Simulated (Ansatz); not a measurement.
Crystal: EuS.

```
CELL_PARAMETERS angstrom
0.00000 2.97850 2.97850
2.97850 0.00000 2.97850
2.97850 2.97850 0.00000
ATOMIC_POSITIONS crystal
Eu 0.00000 0.00000 0.00000
S 0.50000 0.50000 0.50000
```

```yaml
Program: Ansatz 0.2.0
Task: single point
Functional: PBE
Potentials_or_basis: Ansatz PAW
Cutoff: "420 eV (not typed: the program's choice for these potentials)"
k_mesh: 8 × 8 × 8
Occupations: fermi-dirac, width 0.05 eV
Spin: collinear spin, ferromagnetic start
Starting_moments: "[7.0, 0.0] μB"
```

On this cell: pressure -2.5 GPa; largest force zero by symmetry; net moment 6.98 μB per cell; site moments Eu +6.76; S -0.06 μB; band gap on the k mesh none (metal or under the smearing width).

The same run follows on a disturbed copy (atoms moved at random, drawn with an rms of 0.05 Å):

```
CELL_PARAMETERS angstrom
0.00000 2.97850 2.97850
2.97850 0.00000 2.97850
2.97850 2.97850 0.00000
ATOMIC_POSITIONS crystal
Eu 0.00631 0.00077 0.00368
S 0.50938 0.48835 0.50507
```

Question: What does the disturbed cell give?

Answer: The energy (extrapolated to zero smearing) moves by +1.4 meV/atom; pressure -2.5 GPa; largest force 0.130 eV/Å; net moment 6.98 μB per cell; site moments Eu +6.75; S -0.06 μB; band gap on the k mesh none (metal or under the smearing width).

Forces in eV/Å, atoms in the order of the input:
```
Eu  -0.095  0.038 -0.080
S    0.095 -0.038  0.080
```

Caveats: spin-orbit coupling is left out, which moves the levels of the heavy elements; a cell with one magnetic atom can't hold antiferromagnetic order, which such compounds often take; without U or exact exchange the open f shell lies at the Fermi level, which spoils levels, moments and volumes.
